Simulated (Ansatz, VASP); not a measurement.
## HfN in VASP and in Ansatz

INCAR

```
SYSTEM = HfN
PREC     = Accurate       ! precision mode
ENCUT    = 520            ! plane-wave cutoff, eV
EDIFF    = 1E-6           ! SCF threshold, eV
ISMEAR   = -1             ! smearing method
SIGMA    = 0.1            ! smearing width, eV
LREAL    = .FALSE.        ! projectors in reciprocal space
LASPH    = .TRUE.         ! aspherical terms in the spheres
NELM     = 100            ! most SCF steps
ALGO     = Normal         ! electronic algorithm
ISIF     = 2              ! what is computed and relaxed
LWAVE    = .FALSE.        ! write WAVECAR
LCHARG   = .TRUE.         ! write CHGCAR
GGA      = PE             ! functional
LELF     = .TRUE.         ! ELF
LVHAR    = .TRUE.       
NBANDS   = 14             ! bands
```

KPOINTS

```
regular mesh
0
G
  9 9 9
  0 0 0
```

Contents of POSCAR:

```
HfN
1.0
    3.4716430000      0.0000000000      0.0000000000
    1.7358215000      3.0065310309      0.0000000000
    1.7358215000      1.0021770103      2.8345846397
Hf N
1 1
Direct
    0.0000000000      0.0000000000      0.0000000000
    0.7500000000      0.7500000000      0.7500000000
```

Input for Ansatz:

```yaml
crystal:
  lattice:
    a: 3.471643
    b: 3.471643
    c: 3.471643
    alpha: 60.0
    beta: 60.0
    gamma: 60.0
  atoms:
    - { symbol: Hf, position: [0.0, 0.0, 0.0] }
    - { symbol: "N", position: [0.75, 0.75, 0.75] }
basis:
  ecutwfc: 450.0
kpoints:
  mp_grid:
    grid: [9, 9, 9]
scf:
  convergence:
    dr2_threshold: 1.0e-08
  occupations:
    method: fermi_dirac
    width: 0.1
output:
  stress: true
```

The cell comes from a database or a generator and needn't be the stable form of this composition.

Alike in both runs: task single point; functional PBE; k mesh 9 × 9 × 9; occupations fermi-dirac, width 0.1 eV; no spin polarisation.

|  | VASP | Ansatz |
| --- | --- | --- |
| version | VASP 6.6.1 | Ansatz 0.2.0 |
| potentials or method | VASP PAW PBE potentials, release 64 (Hf_pv, N) | plane waves, PAW |
| plane-wave cutoff (eV) | 520 | 450 |
| valence electrons in the cell | 15 | 31 |

|  | VASP | Ansatz | Ansatz less VASP |
| --- | --- | --- | --- |
| pressure (GPa) | -0.3 | 0.8 | +1.04 |

The two sets of potentials don't hold the same shells in valence. Ansatz warned: «stress_scf_threshold_loose».

Spin-orbit coupling is left out, which matters for the levels of Hf.
